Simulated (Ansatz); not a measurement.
Below is a relaxed structure of Ge. The cell was found from a structure generator's guess, not taken from experiment.

Theory: DFT PBE, scalar-relativistic, plane waves, PAW (Ansatz 0.2.0). Cutoff 420 eV, Γ-centred mesh, Gaussian smearing, no spin polarisation.

```
Ge
1.0
     2.87887    0.00000    0.00000
    -1.43943    2.49317    0.00000
     0.00000    0.00000    2.69343
Ge
1
Direct
  0.00000 0.00000 0.50000
```

Energies count from the standard state of Ge at the same level.

Question: Find its symmetry and describe it.

Answer: P6/mmm (No. 191), the simple hexagonal type. Conventional cell: a = 2.879 Å, c = 2.693 Å. Ge has 2 Ge at 2.69 Å and 6 Ge at 2.88 Å.

Question: How far does it lie from the standard state of Ge?

Answer: +0.24 eV/atom. So it is a metastable form at best.

Question: Is it a metal?

Answer: Yes, bands cross the Fermi level on the 24×24×20 mesh.

The last run used a 24×24×20 mesh (in the run's order of axes) for its 1-atom cell and Gaussian smearing of 0.10 eV. Symmetry constrained the relaxation, so the result can be a saddle point.
